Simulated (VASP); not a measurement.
Input of a VASP 6.6.1 run:

The input INCAR:

```
SYSTEM = W
PREC     = Accurate       ! precision mode
ENCUT    = 520            ! plane-wave cutoff, eV
EDIFF    = 1E-6           ! SCF threshold, eV
ISMEAR   = 1              ! smearing method
SIGMA    = 0.1            ! smearing width, eV
LREAL    = .FALSE.        ! projectors in reciprocal space
LASPH    = .TRUE.         ! aspherical terms in the spheres
NELM     = 80             ! most SCF steps
ALGO     = Fast           ! electronic algorithm
ISIF     = 2              ! what is computed and relaxed
LWAVE    = .FALSE.        ! write WAVECAR
LCHARG   = .FALSE.        ! write CHGCAR
GGA      = PE             ! functional
IBRION   = 2              ! ionic algorithm
NSW      = 40             ! ionic steps
EDIFFG   = -0.01          ! ionic threshold
KPAR     = 4
```

File KPOINTS:

```
Automatic mesh
0
G
  14 14 1
  0 0 0
```

POSCAR

```
W
1.0
    3.1650000000      0.0000000000      0.0000000000
    0.0000000000      3.1650000000      0.0000000000
    0.0000000000      0.0000000000     29.8250000000
W
11
Direct
    0.0000000000      0.0000000000      0.2347024308
    0.5000000000      0.5000000000      0.2877619447
    0.0000000000      0.0000000000      0.3408214585
    0.5000000000      0.5000000000      0.3938809723
    0.0000000000      0.0000000000      0.4469404862
    0.5000000000      0.5000000000      0.5000000000
    0.0000000000      0.0000000000      0.5530595138
    0.5000000000      0.5000000000      0.6061190277
    0.0000000000      0.0000000000      0.6591785415
    0.5000000000      0.5000000000      0.7122380553
    0.0000000000      0.0000000000      0.7652975692
```

Potentials or basis: VASP PAW PBE potentials, release 64 (W_sv).

The run is started by

```console
$ cat potpaw_PBE.64/W_sv/POTCAR > POTCAR
$ mpirun -np 4 vasp_std > vasp.out
```

Task: Estimate the band gap on the k mesh.

Result: None (metal or under the smearing width).

Task: What does it give for the energy gained by relaxing?

Result: 26.4 meV/atom.

The path:
```
step  energy change (eV)  largest force (eV/Å)  pressure (GPa)
   1              0.0000                1.6684           -1.08
   2             -0.2659                0.4175            0.20
   3             -0.2676                0.4425            0.33
   4             -0.2846                0.2154            0.57
   5             -0.2847                0.2407            0.59
   6             -0.2886                0.0411            0.57
   7             -0.2886                0.0440            0.57
   8             -0.2889                0.0307            0.56
   9             -0.2890                0.0495            0.52
  10             -0.2891                0.0476            0.51
  11             -0.2894                0.0413            0.46
  12             -0.2897                0.0284            0.36
  13             -0.2898                0.0327            0.17
  14             -0.2899                0.0210            0.24
  15             -0.2899                0.0043            0.22
```

Spin-orbit coupling is left out, which matters for the levels of W.
